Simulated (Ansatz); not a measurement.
BN: a prediction, then the measurements

All numbers below come from DFT PBE, scalar-relativistic, plane waves, PAW in Ansatz 0.2.0.

Settings: cutoff 420 eV, Γ-centred mesh 12×12×12 on the computed 2-atom cell, Gaussian smearing of 0.02 eV; no spin polarisation.

Relaxed structure:

```
B N
1.0
     0.00000    1.81233    1.81233
     1.81233    0.00000    1.81233
     1.81233    1.81233    0.00000
B N
1 1
Direct
  0.00000 0.00000 0.00000
  0.25000 0.25000 0.25000
```

```json
{
 "Space group": "F-43m (No. 216)",
 "Volume per atom": "5.95 Å³",
 "Formation energy from the elements' standard states (uncorrected)": "-1.174 eV/atom",
 "Kohn–Sham band gap": "4.46 eV"
}
```

**Against measurements.**

A measured lattice constant a of BN is 3.6152 Å (295 K; “Equation of state of cubic boron nitride at high pressures and temperatures”, 2007, arxiv:cond-mat/0702656); the calculated 3.625 Å exceeds it by 0.3 %. The calculation is for 0 K without zero-point motion. Measured band gap of BN: 6.2 eV (indirect; a printed reference work (data compilation)). This calculation gives 4.46 eV (-1.74 eV). Kohn–Sham gaps of semilocal functionals fall short of measured ones as a rule.

Another cell of BN relaxed alike, in P6_3/mmc, lies 77 meV/atom lower, so this cell isn't the stable form at this level.

It was relaxed from a cell as deposited in COD.
